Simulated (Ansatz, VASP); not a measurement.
**Zn: VASP beside Ansatz**

INCAR

```
  PREC = Accurate
  ENCUT = 520
  EDIFF = 1E-7
  ISMEAR = -1
  SIGMA = 0.05
  LREAL = F
  LASPH = T
  NELM = 80
  ALGO = Normal
  ISIF = 2
  LWAVE = F
  LCHARG = F
  GGA = PE
  NBANDS = 12
```

File KPOINTS:

```
Automatic mesh
0
Gamma
  12 12 12
```

Contents of POSCAR:

```
Zn
1.0
    0.0000000000      1.9382217178      1.9382217178
    1.9382217178      0.0000000000      1.9382217178
    1.9382217178      1.9382217178      0.0000000000
Zn
1
Direct
    0.0000000000      0.0000000000      0.0000000000
```

input.yaml

```yaml
crystal:
  lattice:
    - [0.0, 1.9382217178, 1.9382217178]
    - [1.9382217178, 0.0, 1.9382217178]
    - [1.9382217178, 1.9382217178, 0.0]
  atoms:
    - { symbol: Zn, position: [0.0, 0.0, 0.0] }
hamiltonian:
  xc: pbe
  pseudopotentials: { kind: paw }
kpoints:
  mp_grid: { grid: [12, 12, 12] }
scf:
  occupations: { method: fermi_dirac, width: 0.05 }
output:
  forces: true
  stress: true
  eigenvalues: true
  write_density: true
  write_potential: true
  elf: true
  volumetric_format: npy
```

Change from the starting cell: volume scaled by 0.96.

Alike in both runs: task single point; functional PBE; k mesh 12 × 12 × 12; occupations fermi-dirac, width 0.05 eV; no spin polarisation.

```csv
,VASP,Ansatz
version,VASP 6.6.1,Ansatz 0.2.0
potentials or method,"VASP PAW PBE potentials, release 64 (Zn)",Ansatz PAW
plane-wave cutoff (eV),520,420
valence electrons in the cell,12,12
```

```tsv
	VASP	Ansatz	Ansatz less VASP
gap on the k mesh at the Fermi level (eV)	none	none	-
pressure (GPa)	3.2	2.9	-0.38
```

A gap of «none» marks a metal or a gap that the smearing closes.
